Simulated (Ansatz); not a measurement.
# Si: equation of state with r2SCAN+D3(BJ)

The system is Si.

```
Si
1.0
     0.00000    2.72185    2.72185
     2.72185    0.00000    2.72185
     2.72185    2.72185    0.00000
Si
2
Direct
  0.50000 0.50000 0.50000
  0.75000 0.75000 0.75000
```

```json
{"Program": "Ansatz 0.2.0", "Task": "equation of state", "Functional": "r2SCAN", "Dispersion": "D3(BJ)", "Potentials or basis": "Ansatz PAW", "Cutoff": "500 eV", "Density cutoff": "2000 eV", "k mesh": "8 × 8 × 8", "Occupations": "fermi-dirac, width 0.05 eV", "Spin": "no spin polarisation"}
```

The equilibrium volume is 19.95 Å³/atom. The bulk modulus is 98 GPa and the pressure derivative of the bulk modulus is 4.6.

Energy against volume, from the lowest point:
```csv
volume (Å³/atom),energy (meV/atom)
18.955,16.18
19.358,5.16
19.761,0.00
20.165,0.09
20.568,4.88
20.971,13.86
21.375,26.56
```

All runs of the series together: 3.5 s on 2 threads of AMD EPYC 9B45 (Zen 5), with other jobs on the host.

Caveat: the PAW data sets were made with another functional, which shifts forces and pressure a little.
